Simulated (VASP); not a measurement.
# TiCo: relaxation of cell and atoms with PBE+D3(BJ)

Crystal: TiCo.

```
CELL_PARAMETERS angstrom
2.98611 0.00000 0.00000
0.00000 2.98611 0.00000
0.00000 0.00000 2.98611
ATOMIC_POSITIONS crystal
Co 0.50000 0.50000 0.50000
Ti 0.00000 0.00000 0.00000
```

The cell comes from a database or a generator and needn't be the stable form of this composition.

```json
{"Program": "VASP 6.6.1", "Task": "relaxation of cell and atoms", "Functional": "PBE", "Dispersion": "D3(BJ)", "Potentials or basis": "VASP PAW PBE potentials, release 64 (Co, Ti_sv)", "Cutoff": "600 eV", "k mesh": "8 × 8 × 8", "Occupations": "fermi-dirac, width 0.05 eV", "Spin": "collinear spin, ferromagnetic start", "Starting moments": "[2.0, 1.0] μB", "Ladder": "gaps", "Further INCAR settings": "ALGO = Fast; EDIFF = 1e-06; IBRION = 2; EDIFFG = -0.02; NSW = 40; ISIF = 3"}
```

```json
{
 "Relaxed volume": "12.59 Å³/atom",
 "Relaxed cell": "a = 2.931 Å, b = 2.931 Å, c = 2.931 Å, α = 90.00°, β = 90.00°, γ = 90.00°",
 "Space group after relaxing (to 0.05 Å)": "Pm-3m (No. 221)",
 "Energy gained by relaxing": "23.8 meV/atom",
 "Ionic steps": "11",
 "Pressure after relaxing": "-0.1 GPa",
 "Band gap on the k mesh": "none (metal or under the smearing width)",
 "Net moment": "0.00 μB per cell",
 "Valence electrons inside the program's atomic spheres": "Co 8.40; Ti 10.36",
 "Dispersion energy per atom": "-0.571 eV"
}
```

Step by step:
| step | energy change (eV) | largest force (eV/Å) | pressure (GPa) | volume (Å³) |
| --- | --- | --- | --- | --- |
| 1 | 0.0000 | 0.0000 | -9.41 | 26.63 |
| 2 | 0.0128 | 0.0000 | 12.98 | 23.73 |
| 3 | -0.0476 | 0.0000 | 0.36 | 25.22 |
| 4 | -0.0475 | 0.0000 | -0.61 | 25.26 |
| 5 | -0.0475 | 0.0000 | -0.93 | 25.25 |
| 6 | -0.0476 | 0.0000 | -0.50 | 25.22 |
| 7 | -0.0476 | 0.0000 | -0.46 | 25.22 |
| 8 | -0.0476 | 0.0000 | -0.40 | 25.22 |
| 9 | -0.0477 | 0.0000 | -0.56 | 25.21 |
| 10 | -0.0477 | 0.0000 | -0.35 | 25.20 |
| 11 | -0.0477 | 0.0000 | -0.09 | 25.17 |

Final structure:
```cif
data_structure
_symmetry_space_group_name_H-M 'P 1'
_symmetry_Int_Tables_number 1
_cell_length_a 2.9307
_cell_length_b 2.9307
_cell_length_c 2.9307
_cell_angle_alpha 90.000
_cell_angle_beta 90.000
_cell_angle_gamma 90.000
_cell_volume 25.17
loop_
_atom_site_label
_atom_site_type_symbol
_atom_site_fract_x
_atom_site_fract_y
_atom_site_fract_z
_atom_site_occupancy
Co1 Co 0.50000 0.50000 0.50000 1
Ti1 Ti 0.00000 0.00000 0.00000 1
```

Levels at points of the mesh, in eV from the Fermi level:
Spin up:
| k point | band 8 | band 9 | band 10 | band 11 | band 12 | band 13 |
| --- | --- | --- | --- | --- | --- | --- |
| (0.00, 0.00, 0.00) | -1.55 | -1.55 | -1.55 | 0.82 | 0.82 | 2.90 |
| (0.50, 0.00, 0.00) | -1.63 | -1.63 | -1.10 | -0.88 | 0.17 | 0.66 |
| (0.50, 0.50, 0.00) | -2.57 | -0.62 | -0.14 | 0.75 | 0.75 | 1.29 |
| (0.50, 0.50, 0.50) | -2.24 | -2.24 | -2.24 | -0.59 | -0.59 | 3.34 |
Spin down:
```
           k point  band 7  band 8  band 9  band 10  band 11  band 12  band 13  band 14
(0.00, 0.00, 0.00)   -4.04   -1.55   -1.55    -1.55     0.82     0.82     2.90     2.90
(0.50, 0.00, 0.00)   -2.53   -1.63   -1.63    -1.10    -0.88     0.17     0.66     0.66
(0.50, 0.50, 0.00)   -2.57   -2.57   -0.62    -0.14     0.75     0.75     1.29     2.75
(0.50, 0.50, 0.50)   -2.55   -2.24   -2.24    -2.24    -0.59    -0.59     3.34     3.34
```

Run time: 3.7 min on 1 thread of AMD EPYC 9R45 96-Core Processor (Zen 5), on a shared host, peak memory 0.16 GiB.

Caveat: the starting moments collapsed, and a magnetic state may lie lower; pairwise dispersion overbinds metals, which lowers pressure and volume.
